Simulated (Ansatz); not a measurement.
# Si (I4/mmm), an elastic constant from a strain scan

All numbers below come from Ansatz, DFT PBE, scalar-relativistic, plane waves, PAW. Settings: plane waves to 420 eV, k-mesh 10×10×10 (Γ-centred), Gaussian smearing 0.05 eV. No spin polarisation. Energies are free energies at this smearing, counted from the undisturbed cell; pressure is positive in compression.

The undisturbed cell (relaxed at this level; this form isn't the usual structure):

```xyz
4
Lattice="-3.3458 3.3458 1.9305 3.3458 -3.3458 1.9305 3.3458 3.3458 -1.9305" Properties=species:S:1:pos:R:3 pbc="T T T"
Si    1.1952    1.1952    0.0000
Si    2.1506    2.1506    1.9305
Si    2.1506   -2.1506    1.9305
Si   -2.1506    2.1506    1.9305
```

The cell is strained by ε times the Voigt pattern (0, 0, 1, 0, 0, 0) (xx, yy, zz, yz, xz, xy; engineering shear) with fractional coordinates fixed. The cell holds 4 atoms in V0 = 86.44 Å³. The stress column is τ = (1/V0) dE/dε, got from the stress tensor σ (compression positive) at each point as −det(1 + εP) σ : P(1 + εP)⁻¹, with P the pattern as a tensor.

```
      ε  ΔE (meV/atom)  τ (GPa)
-0.1000        171.829  -28.196
-0.0750         91.413  -19.621
-0.0500         38.373  -12.027
-0.0250          9.069   -5.526
 0.0000          0.000   -0.007
 0.0250          8.036    4.634
 0.0500         30.329    8.449
 0.0750         64.139   11.505
 0.0875         84.676   12.829
 0.1000              ?        ?
```

Q: Which combination of elastic constants does this scan measure, and how large is it?

A: For small ε, τ = τ0 + Kε with K = pᵀCp, which for this pattern is C33 in the Cartesian frame shown. The parabola through τ at ε = -0.0250, 0 and 0.0250 has slope K = 203 GPa at zero. The energies per cell, E = NΔE, of the same two points give K = 2[E(ε₊)/ε₊ − E(ε₋)/ε₋]/[(ε₊ − ε₋)V0] = 203 GPa, in agreement. These are clamped-ion values.

Q: Predict the withheld row at ε = 0.1000 from the harmonic law, and compare.

A: ΔE = V0(τ0 ε + Kε²/2)/N = 136.950 meV/atom and τ = 20.31 GPa. The calculation gives 107.314 meV/atom and 14.00 GPa: the energy lies 22 % below the harmonic value, as bonds soften when stretched.

Forces appear on the atoms along this scan, and letting them relax would lower the energy and soften the response. The gap closes along the scan, which can put kinks into the curve.

Cost: 10 runs of about 1.1 core-minutes in all, on Intel Xeon Platinum 8375C (Ice Lake) (shared hosts).